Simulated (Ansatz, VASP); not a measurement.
**Two plane-wave programs on PbSe**

```xyz
4
Lattice="5.2456 0.0000 0.0000 0.0000 5.2456 0.0000 0.0000 0.0000 4.0000" Properties=species:S:1:pos:R:3 pbc="T T T"
Pb    2.6228    0.0000    1.3832
Pb    0.0000    2.6228    2.6168
Se    0.0000    0.0000    0.0000
Se    2.6228    2.6228    0.0000
```

Measurements of this composition are mostly on another form, of space group No. 225.

Alike in both runs: task relaxation of cell and atoms; functional PBEsol; k mesh 6 × 6 × 8; occupations gaussian, width 0.05 eV; no spin polarisation.

|  | VASP | Ansatz |
| --- | --- | --- |
| version | VASP 6.6.1 | Ansatz 0.2.0 |
| potentials or method | VASP PAW PBE potentials, release 64 (Pb_d, Se) | scalar-relativistic, plane waves, PAW |
| plane-wave cutoff (eV) | 600 | 420 |
| valence electrons in the cell | 40 | 60 |

|  | VASP | Ansatz | Ansatz less VASP |
| --- | --- | --- | --- |
| gap on the k mesh at the Fermi level, each at its own relaxed structure (eV) | 0.16 | 0.16 | +0.001 |
| relaxed volume (Å³/atom) | 27.53 | 27.47 | -0.062 |
| relaxed cell length with the largest relative difference (Å) | 3.999 | 3.995 | -0.0044 |

The two sets of potentials don't hold the same shells in valence.

Caveats: the PAW data sets were made with another functional, which shifts forces and pressure a little (VASP); spin-orbit coupling is left out, which as a rule narrows the gap of such compounds by several tenths of an eV.
